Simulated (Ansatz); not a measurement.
# CsI: further runs on the relaxed cell

The task here is to estimate one member of a computed series from the others.

Computed with Ansatz 0.2.0 (DFT PBE, scalar-relativistic, plane waves, PAW, unless a step's input says otherwise).

1 further run of the same task is left out (set aside as unsound or not needed).

### The system as given

It takes space group Pm-3m (No. 221, cubic). The conventional cell has a = 4.666 Å, b = 4.666 Å, c = 4.666 Å, α = 90.00°, β = 90.00°, γ = 90.00°. Around Cs (site symmetry m-3m) lie 8 I at 4.04 Å. Around I (site symmetry m-3m) lie 8 Cs at 4.04 Å.

Coordinates:

```cif
data_structure
_symmetry_space_group_name_H-M 'P 1'
_symmetry_Int_Tables_number 1
_cell_length_a 4.6660
_cell_length_b 4.6660
_cell_length_c 4.6660
_cell_angle_alpha 90.000
_cell_angle_beta 90.000
_cell_angle_gamma 90.000
_cell_volume 101.59
loop_
_atom_site_label
_atom_site_type_symbol
_atom_site_fract_x
_atom_site_fract_y
_atom_site_fract_z
_atom_site_occupancy
Cs1 Cs 0.00000 0.00000 0.00000 1
I1 I 0.50000 0.50000 0.50000 1
```

It is the result of an earlier relaxation at this level (volume 50.79 Å³/atom; gap on the mesh: 3.69 eV).

Set-up of the first run:

input.yaml reads:

```yaml
crystal:
  lattice:
    - [4.6660155511, 0.0, 0.0]
    - [0.0, 4.6660155511, 0.0]
    - [0.0, 0.0, 4.6660155511]
  atoms:
    - { symbol: Cs, position: [0.0, 0.0, 0.0] }
    - { symbol: I, position: [0.5, 0.5, 0.5] }
basis:
  ecutwfc: 420
kpoints:
  mp_grid: { grid: [6, 6, 6] }
  band_path:
    path:
      - [[0.0, 0.0, 0.0], [0.0, 0.5, 0.0], [0.5, 0.5, 0.0], [0.0, 0.0, 0.0], [0.5, 0.5, 0.5], [0.0, 0.5, 0.0]]
      - [[0.5, 0.5, 0.5], [0.5, 0.5, 0.0]]
    npoints: 14
hamiltonian:
  xc: pbe
scf:
  occupations: { method: gaussian, width: 0.02 }
  n_extra_bands: 6
output:
  forces: true
  stress: true
  eigenvalues: true
  populations: true
  dos: { projected: true, de: 0.02, nscf_kmesh: { grid: [9, 9, 9] } }
  bader: true
  write_density: true
  write_potential: true
  elf: true
  volumetric_format: npy
```

Run with:

```bash
$ ansatz run input.yaml --threads 1 --pin off --max-ram 2560MiB --backend cpu --events-out ev --progress --plain --runs-dir out
```

Steps of the session up to this table: Bands, states and charges; Band edges anywhere in the zone; Levels beside the edges; Volume × 0.97; Volume × 1.03; The cell scaled to 0.94 of its volume; Point at V/V0 = 1.06.

One of the session's tables, all rows but one given; the rest of the session is left out.

It belongs to the step «Equation of state». 

```
volume (Å³/atom)  energy above the lowest point (meV/atom)  pressure (GPa)  gap on the mesh (eV)
          47.746                                       6.4            0.72                  3.88
          49.270                                         ?               ?                     ?
          50.794                                       0.0            0.00                  3.69
          52.317                                       1.3           -0.27                  3.60
          53.841                                       5.0           -0.49                  3.53
```

Estimate the missing values for volume (Å³/atom) = 49.270.

Worked estimate for «energy above the lowest point (meV/atom)». A straight line through the neighbours (47.746, 6.4) and (50.794, 0.0) gives 6.4 + (0.0 − 6.4) × (49.270 − 47.746) / (50.794 − 47.746) = 3.2; a parabola fitted to 3 rows on both sides gives 1.7.

As computed: energy above the lowest point (meV/atom): 1.5; pressure (GPa): 0.33; gap on the mesh (eV): 3.78. In «energy above the lowest point (meV/atom)» the line misses by +1.7 and the parabola by +0.2.
